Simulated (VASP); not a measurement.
# ZnSe (Stilleite) (F-43m) in VASP: further runs

One crystal, ZnSe (Stilleite), is run at these levels: LDA; tasks: single point.

All numbers are computed with VASP 6.6.1; they aren't measurements. Logs are shortened: lines on timing, memory, paths and dates and some standing lists are left out, and cuts for length are marked.

## 1. The structure

It takes space group F-43m (No. 216, cubic). Conventional cell: a = 5.668 Å, b = 5.668 Å, c = 5.668 Å, α = 90.00°, β = 90.00°, γ = 90.00°. Se (site symmetry -43m) has 4 Zn at 2.45 Å as nearest neighbours. Zn (site symmetry -43m) has 4 Se at 2.45 Å as nearest neighbours.

## 2. Single point, LDA, spin-orbit coupling, no magnetisation

File INCAR:

```
  PREC = Accurate
  ENCUT = 400
  EDIFF = 1E-7
  ISMEAR = 0
  SIGMA = 0.02
  LREAL = F
  LASPH = T
  NELM = 100
  ALGO = Normal
  ISIF = 2
  LWAVE = F
  LCHARG = F
  LNONCOLLINEAR = T
  MAGMOM = 0 0 0 0 0 0
  LORBIT = 11
  LSORBIT = T
  GGA_COMPAT = F
  NBANDS = 34
```

File KPOINTS:

```
regular mesh
0
Gamma
  6 6 6
```

File POSCAR:

```
ZnSe
1.0
    0.0000000000      2.8338000000      2.8338000000
    2.8338000000      0.0000000000      2.8338000000
    2.8338000000      2.8338000000      0.0000000000
Se Zn
1 1
Direct
    0.7500000000      0.7500000000      0.7500000000
    0.0000000000      0.0000000000      0.0000000000
```

Potentials or basis: VASP PAW LDA potentials, release 64 (Se, Zn).

The run is started by

```bash
> cat potpaw_LDA.64/Se/POTCAR potpaw_LDA.64/Zn/POTCAR > POTCAR
> mpirun -np 1 vasp_ncl > vasp.out
```

OUTCAR:

```text
PREC = Accurate
   ENCUT = 400
   EDIFF = 1E-7
   ISMEAR = 0
   LREAL = F
   LASPH = T
   NELM = 100
   ISIF = 2
   LNONCOLLINEAR = T
   LORBIT = 11
   LSORBIT = T

 Found     22 irreducible k-points:

 Following reciprocal coordinates:
            Coordinates               Weight
  0.000000  0.000000  0.000000      1.000000
  0.166667  0.000000  0.000000      4.000000
 -0.166667  0.000000  0.000000      4.000000
  0.333333  0.000000  0.000000      4.000000
 -0.333333  0.000000  0.000000      4.000000
  0.500000  0.000000  0.000000      4.000000
   k-points           NKPTS =     22   k-points in BZ     NKDIM =     22   number of bands    NBANDS=     34
   number of dos      NEDOS =    301   number of ions     NIONS =      2
   total plane-waves  NPLWV =  21952
   dimension x,y,z NGX =    28 NGY =   28 NGZ =   28
   dimension x,y,z NGXF=    56 NGYF=   56 NGZF=   56
   ions per type =               1   1
   NGX,Y,Z   is equivalent  to a cutoff of  11.62, 11.62, 11.62 a.u.
   NGXF,Y,Z  is equivalent  to a cutoff of  23.23, 23.23, 23.23 a.u.
 SYSTEM =  unknown system
   PREC   = accura    normal or accurate (medium, high low for compatibility)
   ISTART =      0    job   : 0-new  1-cont  2-samecut
   ICHARG =      2    charge: 1-file 2-atom 10-const
   ISPIN  =      1    spin polarized calculation?
   LNONCOLLINEAR =      T non collinear calculations
   LSORBIT =      T    spin-orbit coupling
   LASPH  =      T    aspherical Exc in radial PAW
   ENCUT  =  400.0 eV  29.40 Ry    5.42 a.u.   6.54  6.54  6.54*2*pi/ulx,y,z
   NELM   =    100;   NELMIN=  2; NELMDL= -5     # of ELM steps
   EDIFF  = 0.1E-06   stopping-criterion for ELM
   LREAL  =      F    real-space projection
   EDIFFG = 0.1E-05   stopping-criterion for IOM
   NSW    =      0    number of steps for IOM
   IBRION =     -1    ionic relax: 0-MD 1-quasi-New 2-CG
   NFREE  =      0    steps in history (QN), initial steepest desc. (CG)
   ISIF   =      2    stress and relaxation
   ISYM   =      2    0-nonsym 1-usesym 2-fastsym
   POTIM  = 0.5000    time-step for ionic-motion
   TEBEG  =    0.0;   TEEND  =   0.0 temperature during run
   PSTRESS=    0.0 pullay stress
   NELECT =      18.0000    total number of electrons
   NUPDOWN=      -1.0000    fix difference up-down
   EMIN   =  10.00;   EMAX   =-10.00  energy-range for DOS
   EFERMI =   0.00;   METHOD = LEGACY
   ISMEAR =     0;   SIGMA  =   0.02  broadening in eV -4-tet -1-fermi 0-gaus
   EFERMI_NEDOS =   21; number of points for ismear=-14 and -15
   IALGO  =     38    algorithm
   IMIX   =      4    mixing-type and parameters
     AMIX     =   0.40;   BMIX     =  1.00
     AMIX_MAG =   1.60;   BMIX_MAG =  1.00
  volume/ion in A,a.u.               =      22.76       153.57
  Fermi-wavevector in a.u.,A,eV,Ry     =   1.201673  2.270834 19.647073  1.444019
  Thomas-Fermi vector in A             =   2.337476
   LORBIT       =     11    0 simple, 1 ext, 2 COOP (PROOUT), +10 PAW based schemes
   GGA     = CA    functional components
   LHFCALC =     F    Hartree Fock is set to
   AEXX    =    0.0000 exact exchange contribution
   IVDW    =     0    specifies the selected vdW correction
   LEPSILON=     F    determine dielectric tensor
   LRPA    =     F    only Hartree local field effects (RPA)
 Gauss-broadening in eV      SIGMA  =   0.02
  energy-cutoff  :      400.00
  volume of cell :       45.51
 maximum number of plane-waves:      1738
 NGX is ok and might be reduce to    28
   NGX = 13   NGY = 13   NGZ = 13

 number of electron      18.0000012 magnetization       0.0000000      0.0000000      0.0000000

 number of electron      18.0000012 magnetization      -0.0000000     -0.0000000     -0.0000000

 number of electron      18.0000012 magnetization      -0.0000000      0.0000000      0.0000000

 number of electron      18.0000012 magnetization       0.0000000     -0.0000000     -0.0000000

 Free energy of the ion-electron system (eV)
  ---------------------------------------------------
  ext. energy  EPLUGINS =         0.00000000
  ---------------------------------------------------
  free energy    TOTEN  =        -7.36727329 eV

  energy without entropy =       -7.36727329  energy(sigma->0) =       -7.36727329

 E-fermi :   1.7746     XC(G=0):  -9.6981

 val. band max:        1.6422764389   @ k =   0.0000   0.0000   0.0000
 cond. band min:       2.5774431053   @ k =   0.0000   0.0000   0.0000
 fundamental gap:      0.9351666664
 Fermi energy:         1.7746370093

 k-point     1 :       0.0000    0.0000    0.0000
  band No.  band energies     occupation
      1     -11.7767      1.00000
      2     -11.7767      1.00000
      3      -5.2817      1.00000
      4      -5.2817      1.00000
      5      -5.2817      1.00000
      6      -5.2817      1.00000
[... 22 lines left out ...]
     29      12.9846      0.00000
     30      12.9846      0.00000

 k-point     2 :       0.1667    0.0000    0.0000
  band No.  band energies     occupation
      1     -11.6011      1.00000
      2     -11.6011      1.00000
      3      -5.2822      1.00000
      4      -5.2548      1.00000
      5      -5.2548      1.00000
      6      -5.2520      1.00000
[... 22 lines left out ...]
     29      11.9167      0.00000
     30      11.9231      0.00000

 k-point     3 :      -0.1667    0.0000    0.0000
  band No.  band energies     occupation
      1     -11.6011      1.00000
      2     -11.6011      1.00000
      3      -5.2822      1.00000
      4      -5.2548      1.00000
      5      -5.2548      1.00000
      6      -5.2520      1.00000
[... 22 lines left out ...]
     29      11.9167      0.00000
     30      11.9231      0.00000

 k-point     4 :       0.3333    0.0000    0.0000
  band No.  band energies     occupation
      1     -11.2068      1.00000
      2     -11.2068      1.00000
      3      -5.2610      1.00000
      4      -5.2302      1.00000
      5      -5.1278      1.00000
      6      -5.1278      1.00000
[... 22 lines left out ...]
     29      12.4772      0.00000
     30      12.4772      0.00000

 k-point     5 :      -0.3333    0.0000    0.0000
  band No.  band energies     occupation
      1     -11.2068      1.00000
      2     -11.2068      1.00000
      3      -5.2610      1.00000
      4      -5.2302      1.00000
      5      -5.1278      1.00000
      6      -5.1278      1.00000
[... 22 lines left out ...]
     29      12.4772      0.00000
     30      12.4772      0.00000

 k-point     6 :       0.5000    0.0000    0.0000
  band No.  band energies     occupation
      1     -10.9817      1.00000
      2     -10.9817      1.00000
      3      -5.2389      1.00000
      4      -5.2389      1.00000
      5      -5.0081      1.00000
      6      -5.0081      1.00000
[... 22 lines left out ...]
     29      14.5108      0.00000
     30      14.5108      0.00000

 [... further k-points ...]

 [bands above 30 left out]

------------------------ aborting loop because EDIFF is reached ----------------------------------------

  FORCE on cell =-STRESS in cart. coord.  units (eV):
  Direction    XX          YY          ZZ          XY          YZ          ZX
  --------------------------------------------------------------------------------------
  -------------------------------------------------------------------------------------
  Total       -0.9321518     -0.9321518     -0.9321518      0.0000000      0.0000000     -0.0000000
  in kB      -32.8140358    -32.8140358    -32.8140358      0.0000000      0.0000000     -0.0000000
  external PRESSURE =     -32.8140358 kB  Pullay stress =       0.0000000 kB

 VOLUME and BASIS-vectors are now :
 -----------------------------------------------------------------------------
  energy-cutoff  :      400.00
  volume of cell :       45.51
      direct lattice vectors                 reciprocal lattice vectors
     0.000000000  2.833800000  2.833800000    -0.176441527  0.176441527  0.176441527
     2.833800000  0.000000000  2.833800000     0.176441527 -0.176441527  0.176441527
     2.833800000  2.833800000  0.000000000     0.176441527  0.176441527 -0.176441527

 POSITION                                       TOTAL-FORCE (eV/Angst)
 -----------------------------------------------------------------------------------
      4.25070      4.25070      4.25070        -0.000000     -0.000000      0.000000
      0.00000      0.00000      0.00000         0.000000      0.000000     -0.000000
 -----------------------------------------------------------------------------------
    total drift:                               -0.000000     -0.000000     -0.000000

  FREE ENERGIE OF THE ION-ELECTRON SYSTEM (eV)
  ---------------------------------------------------
  free  energy   TOTEN  =        -7.3672732897 eV

  energy  without entropy=       -7.3672732897  energy(sigma->0) =       -7.36727329

 Spin-Orbit-Coupling matrix elements

 Ion:    1  E_soc:     -0.0390362
 l=   1
     0.0000000    -0.0064978    -0.0064978
    -0.0064978     0.0000000    -0.0064978
    -0.0064978    -0.0064978     0.0000000
 l=   2
     0.0000000    -0.0000040     0.0000000    -0.0000040    -0.0000042
    -0.0000040     0.0000000    -0.0000032    -0.0000040    -0.0000011
     0.0000000    -0.0000032     0.0000000    -0.0000032     0.0000000
    -0.0000040    -0.0000040    -0.0000032     0.0000000    -0.0000011
    -0.0000042    -0.0000011     0.0000000    -0.0000011     0.0000000
 l=   3
     0.0000000     0.0000000     0.0000000     0.0000000     0.0000000     0.0000000     0.0000000
     0.0000000     0.0000000     0.0000000     0.0000000     0.0000000     0.0000000     0.0000000
     0.0000000     0.0000000     0.0000000     0.0000000     0.0000000     0.0000000     0.0000000
     0.0000000     0.0000000     0.0000000     0.0000000     0.0000000     0.0000000     0.0000000
     0.0000000     0.0000000     0.0000000     0.0000000     0.0000000     0.0000000     0.0000000
     0.0000000     0.0000000     0.0000000     0.0000000     0.0000000     0.0000000     0.0000000
     0.0000000     0.0000000     0.0000000     0.0000000     0.0000000     0.0000000     0.0000000

 Ion:    2  E_soc:     -0.0089372
 l=   1
     0.0000000    -0.0005119    -0.0005119
    -0.0005119     0.0000000    -0.0005119
    -0.0005119    -0.0005119     0.0000000
 l=   2
     0.0000000    -0.0001972     0.0000000    -0.0001972    -0.0007804
    -0.0001972     0.0000000    -0.0005853    -0.0001972    -0.0001951
     0.0000000    -0.0005853     0.0000000    -0.0005853     0.0000000
    -0.0001972    -0.0001972    -0.0005853     0.0000000    -0.0001951
    -0.0007804    -0.0001951     0.0000000    -0.0001951     0.0000000
 l=   3
     0.0000000     0.0000000     0.0000000     0.0000000     0.0000000     0.0000000     0.0000000
     0.0000000     0.0000000     0.0000000     0.0000000     0.0000000     0.0000000     0.0000000
     0.0000000     0.0000000     0.0000000     0.0000000     0.0000000     0.0000000     0.0000000
     0.0000000     0.0000000     0.0000000     0.0000000     0.0000000     0.0000000     0.0000000
     0.0000000     0.0000000     0.0000000     0.0000000     0.0000000     0.0000000     0.0000000
     0.0000000     0.0000000     0.0000000     0.0000000     0.0000000     0.0000000     0.0000000
     0.0000000     0.0000000     0.0000000     0.0000000     0.0000000     0.0000000     0.0000000

 total charge

# of ion       s       p       d       tot
------------------------------------------
    1        1.441   2.413   0.030   3.884
    2        0.546   0.454   9.783  10.783
--------------------------------------------------
tot          1.987   2.867   9.813  14.667

 magnetization (x)

# of ion       s       p       d       tot
------------------------------------------
    1       -0.000   0.000   0.000   0.000
    2        0.000  -0.000   0.000   0.000
--------------------------------------------------
tot         -0.000   0.000   0.000   0.000

 magnetization (y)

# of ion       s       p       d       tot
------------------------------------------
    1        0.000  -0.000   0.000  -0.000
    2        0.000   0.000   0.000   0.000
--------------------------------------------------
tot          0.000  -0.000   0.000  -0.000

 magnetization (z)

# of ion       s       p       d       tot
------------------------------------------
    1       -0.000   0.000  -0.000   0.000
    2        0.000  -0.000   0.000  -0.000
--------------------------------------------------
tot         -0.000  -0.000   0.000  -0.000
```

Wall time 68 s (1 thread of Intel Xeon Platinum 8488C (Sapphire Rapids), shared host); peak memory 0.21 GiB.

These settings aren't checked as converged: the numbers below hold their error.

What came out:

| Quantity | Value |
| --- | --- |
| Free energy | -7.3673 eV |
| Pressure | -3.3 GPa |
| Valence electrons inside the program's atomic spheres | Se 3.88; Zn 10.78 |

## 3. Single point, LDA, spin-orbit coupling, no magnetisation

Changes to INCAR since step 2:

```diff
@@ -1,3 +1,3 @@
   PREC = Accurate
-  ENCUT = 400
+  ENCUT = 460
   EDIFF = 1E-7
```

KPOINTS is that of step 2.

POSCAR is that of step 2.

Potentials or basis: VASP PAW LDA potentials, release 64 (Se, Zn).

The run is started by

```bash
> cat potpaw_LDA.64/Se/POTCAR potpaw_LDA.64/Zn/POTCAR > POTCAR
> mpirun -np 1 vasp_ncl > vasp.out
```

OUTCAR:

```text
PREC = Accurate
   ENCUT = 460
   EDIFF = 1E-7
   ISMEAR = 0
   LREAL = F
   LASPH = T
   NELM = 100
   ISIF = 2
   LNONCOLLINEAR = T
   LORBIT = 11
   LSORBIT = T

 Found     22 irreducible k-points:

 Following reciprocal coordinates:
            Coordinates               Weight
  0.000000  0.000000  0.000000      1.000000
  0.166667  0.000000  0.000000      4.000000
 -0.166667  0.000000  0.000000      4.000000
  0.333333  0.000000  0.000000      4.000000
 -0.333333  0.000000  0.000000      4.000000
  0.500000  0.000000  0.000000      4.000000
   k-points           NKPTS =     22   k-points in BZ     NKDIM =     22   number of bands    NBANDS=     34
   number of dos      NEDOS =    301   number of ions     NIONS =      2
   total plane-waves  NPLWV =  21952
   dimension x,y,z NGX =    28 NGY =   28 NGZ =   28
   dimension x,y,z NGXF=    56 NGYF=   56 NGZF=   56
   ions per type =               1   1
   NGX,Y,Z   is equivalent  to a cutoff of  11.62, 11.62, 11.62 a.u.
   NGXF,Y,Z  is equivalent  to a cutoff of  23.23, 23.23, 23.23 a.u.
 SYSTEM =  unknown system
   PREC   = accura    normal or accurate (medium, high low for compatibility)
   ISTART =      0    job   : 0-new  1-cont  2-samecut
   ICHARG =      2    charge: 1-file 2-atom 10-const
   ISPIN  =      1    spin polarized calculation?
[... 317 lines left out ...]
     0.0000000     0.0000000     0.0000000     0.0000000     0.0000000     0.0000000     0.0000000
     0.0000000     0.0000000     0.0000000     0.0000000     0.0000000     0.0000000     0.0000000
     0.0000000     0.0000000     0.0000000     0.0000000     0.0000000     0.0000000     0.0000000
     0.0000000     0.0000000     0.0000000     0.0000000     0.0000000     0.0000000     0.0000000

 Ion:    2  E_soc:     -0.0089372
 l=   1
     0.0000000    -0.0005119    -0.0005119
    -0.0005119     0.0000000    -0.0005119
    -0.0005119    -0.0005119     0.0000000
 l=   2
     0.0000000    -0.0001972     0.0000000    -0.0001972    -0.0007805
    -0.0001972     0.0000000    -0.0005854    -0.0001972    -0.0001951
     0.0000000    -0.0005854     0.0000000    -0.0005854     0.0000000
    -0.0001972    -0.0001972    -0.0005854     0.0000000    -0.0001951
    -0.0007805    -0.0001951     0.0000000    -0.0001951     0.0000000
 l=   3
     0.0000000     0.0000000     0.0000000     0.0000000     0.0000000     0.0000000     0.0000000
     0.0000000     0.0000000     0.0000000     0.0000000     0.0000000     0.0000000     0.0000000
     0.0000000     0.0000000     0.0000000     0.0000000     0.0000000     0.0000000     0.0000000
     0.0000000     0.0000000     0.0000000     0.0000000     0.0000000     0.0000000     0.0000000
     0.0000000     0.0000000     0.0000000     0.0000000     0.0000000     0.0000000     0.0000000
     0.0000000     0.0000000     0.0000000     0.0000000     0.0000000     0.0000000     0.0000000
     0.0000000     0.0000000     0.0000000     0.0000000     0.0000000     0.0000000     0.0000000

 total charge

# of ion       s       p       d       tot
------------------------------------------
    1        1.441   2.413   0.030   3.884
    2        0.545   0.454   9.784  10.784
--------------------------------------------------
tot          1.987   2.867   9.814  14.668

 magnetization (x)

# of ion       s       p       d       tot
------------------------------------------
    1        0.000   0.000  -0.000  -0.000
    2        0.000   0.000   0.000   0.000
--------------------------------------------------
tot          0.000   0.000   0.000   0.000

 magnetization (y)

# of ion       s       p       d       tot
------------------------------------------
    1        0.000   0.000  -0.000  -0.000
    2        0.000   0.000   0.000   0.000
--------------------------------------------------
tot          0.000   0.000   0.000   0.000

 magnetization (z)

# of ion       s       p       d       tot
------------------------------------------
    1       -0.000   0.000   0.000   0.000
    2        0.000   0.000  -0.000   0.000
--------------------------------------------------
tot          0.000   0.000  -0.000   0.000
```

Wall time 76 s (1 thread of Intel Xeon Platinum 8488C (Sapphire Rapids), shared host); peak memory 0.21 GiB.

The run converged, but some of its settings lie outside the range that counts as converged, so its numbers aren't taken as properties of the crystal.

What came out:

| Property | Result |
| --- | --- |
| Free energy | -7.3680 eV |
| Pressure | -3.1 GPa |
| Valence electrons inside the program's atomic spheres | Se 3.88; Zn 10.78 |

## 4. Single point, LDA, spin-orbit coupling, no magnetisation

Changes to INCAR since step 3:

```diff
@@ -1,3 +1,3 @@
   PREC = Accurate
-  ENCUT = 460
+  ENCUT = 520
   EDIFF = 1E-7
```

KPOINTS is that of step 3.

POSCAR is that of step 3.

The run is started by

```bash
> cat potpaw_LDA.64/Se/POTCAR potpaw_LDA.64/Zn/POTCAR > POTCAR
> mpirun -np 1 vasp_ncl > vasp.out
```

Wall time 1.9 min (1 thread of Intel Xeon Platinum 8488C (Sapphire Rapids), shared host); peak memory 0.25 GiB.

These settings aren't checked as converged: the numbers below hold their error.

Results:

* Free energy: -7.3683 eV
* Pressure: -3.1 GPa
* Valence electrons inside the program's atomic spheres: Se 3.88; Zn 10.78

## 5. For comparison

An earlier run on the cell as given: functional PBE; potentials or basis VASP PAW PBE potentials, release 64 (Se, Zn); cutoff 520 eV; k mesh 8 × 8 × 8; occupations fermi-dirac, width 0.05 eV; no spin polarisation.

* Pressure: 2.3 GPa
* Band gap on the k mesh: 1.29 eV, direct
